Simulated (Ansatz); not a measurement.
**HfO2: random displacements**

Computed with DFT r2SCAN, scalar-relativistic, plane waves, PAW in Ansatz 0.2.0. The runs took a 500 eV cutoff, a Γ-centred 6×6×6 mesh and Gaussian smearing (0.05 eV). Spin–orbit coupling is left out, which matters for the heavy elements here. No spin polarisation. Energies are free energies at this smearing, counted from the undisturbed cell; pressure is positive in compression.

Zero of the scan (as given, not relaxed at this level; this form isn't the usual structure):

```yaml
crystal:
  lattice:
    - [3.55802, 0.00000, 0.00000]
    - [0.00000, 3.55802, 0.00000]
    - [0.00000, 0.00000, 5.17186]
  atoms:
    - { symbol: Hf, position: [0.50000, 0.50000, 0.50000] }
    - { symbol: Hf, position: [0.00000, 0.00000, 0.00000] }
    - { symbol: O, position: [0.00000, 0.50000, 0.69721] }
    - { symbol: O, position: [0.50000, 0.00000, 0.80279] }
    - { symbol: O, position: [0.50000, 0.00000, 0.30279] }
    - { symbol: O, position: [0.00000, 0.50000, 0.19721] }
```

After a displacement of all atoms with no net shift and a strain of the cell, the run gives ΔE = 289.0 meV/atom; stress (xx, yy, zz, yz, xz, xy; compression positive) (-22.41, -9.47, -22.82, -9.13, 2.16, -6.77) GPa; gap on the mesh 4.06 eV.

```csv
atom,Fx (eV/Å),Fy,Fz
Hf1,-0.562,-2.002,2.184
Hf2,0.477,2.161,-2.185
O3,-0.851,1.316,-1.292
O4,1.253,-1.237,2.085
O5,0.406,1.852,-1.326
O6,-0.723,-2.089,0.534
```

(1) Which displacements (Å, in the unstrained cell) and strain were applied?

## Answers

(1)
| atom | ux | uy | uz |
| --- | --- | --- | --- |
| Hf1 | 0.11 | 0.13 | 0.01 |
| Hf2 | 0.05 | -0.03 | 0.06 |
| O3 | 0.04 | -0.16 | 0.05 |
| O4 | -0.09 | -0.03 | -0.13 |
| O5 | -0.10 | -0.01 | 0.03 |
| O6 | 0.00 | 0.10 | -0.02 |
Strain (Voigt, engineering shear): (0.0430, 0.0441, 0.0574, 0.0780, -0.0285, 0.0424).

Cost: 1 run of about 0.47 core-minutes, on AMD EPYC 9R45 (Zen 5) (shared hosts).